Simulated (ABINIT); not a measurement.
TePt:

```
Pt Te
1.0
     4.26288    0.00000    0.00000
    -2.13144    3.69176    0.00000
     0.00000    0.00000    5.66177
Pt Te
2 2
Cartesian
  0.0000 0.0000 0.0000
  0.0000 0.0000 2.8309
  0.0000 2.4612 1.4154
  2.1314 1.2306 4.2463
```

Measurements of this composition are mostly on another form, of space group No. 166.

Base run:

```yaml
Program: ABINIT 10.8.3 (patched build)
Functional: LDA
Potentials_or_basis: JTH PAW LDA v2.0
Cutoff: 435 eV
k_mesh: 7 × 7 × 5
Occupations: fermi-dirac, width 0.05 eV
Spin: no spin polarisation
```

Its results: band gap on the k mesh none (metal or under the smearing width); pressure -6.3 GPa.

**Question.** The run is repeated on the same cell with these changes: functional from LDA to PBEsol; potentials or basis from JTH PAW LDA v2.0 to PseudoDojo NC SR PBEsol v0.4.1 standard; cutoff from 435 eV to 1143 eV; valence electrons from 32 to 68. What comes out?

**Answer.** Band gap on the k mesh none (metal or under the smearing width); pressure -4.6 GPa.

Not every run made on this cell is shown here.
